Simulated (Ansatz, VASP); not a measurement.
# Two plane-wave programs on K

INCAR

```
PREC     = Accurate       # precision mode
ENCUT    = 520            # plane-wave cutoff, eV
EDIFF    = 1E-6           # SCF threshold, eV
ISMEAR   = 0              # smearing method
SIGMA    = 0.15           # smearing width, eV
LREAL    = F              # projectors in reciprocal space
LASPH    = T              # aspherical terms in the spheres
NELM     = 100            # most SCF steps
ALGO     = Normal         # electronic algorithm
ISIF     = 2              # what is computed and relaxed
LWAVE    = F              # write WAVECAR
LCHARG   = F              # write CHGCAR
GGA      = PS             # functional
NBANDS   = 10             # bands
```

File KPOINTS:

```
regular mesh
0
Gamma
  14 14 14
```

POSCAR

```
K
1.0
   -2.6538674707      2.6538674707      2.5477127719
    2.6538674707     -2.6538674707      2.5477127719
    2.6538674707      2.6538674707     -2.5477127719
K
1
Direct
    0.0000000000      0.0000000000      0.0000000000
```

Input for Ansatz:

```yaml
crystal:
  lattice:
    - [-2.6538674707, 2.6538674707, 2.5477127719]
    - [2.6538674707, -2.6538674707, 2.5477127719]
    - [2.6538674707, 2.6538674707, -2.5477127719]
  atoms:
    - { symbol: K, position: [0.0, 0.0, 0.0] }
basis:
  ecutwfc: 420
kpoints:
  mp_grid: { grid: [14, 14, 14] }
hamiltonian:
  xc: pbesol
scf:
  occupations: { method: gaussian, width: 0.15 }
output:
  forces: true
  stress: true
  eigenvalues: true
```

Alike in both runs: task single point; functional PBEsol; k mesh 14 × 14 × 14; occupations gaussian, width 0.15 eV; no spin polarisation.

```csv
,VASP,Ansatz
version,VASP 6.6.1,Ansatz 0.2.0
potentials or method,"VASP PAW PBE potentials, release 64 (K_sv)","scalar-relativistic, plane waves, PAW"
plane-wave cutoff (eV),520,420
valence electrons in the cell,9,9
```

VASP gave:

| Quantity | Value |
| --- | --- |
| gap on the k mesh at the Fermi level (eV) | none |
| pressure (GPa) | -0.1 |

Question: What did Ansatz give for the same quantities?

Answer: gap on the k mesh at the Fermi level (eV): none; pressure (GPa): 0.0.

A gap of «none» marks a metal or a gap that the smearing closes. With one functional, cell and mesh, what is left measures potentials, basis and numerics.

Caveats: the PAW data sets were made with another functional, which shifts forces and pressure a little (VASP).
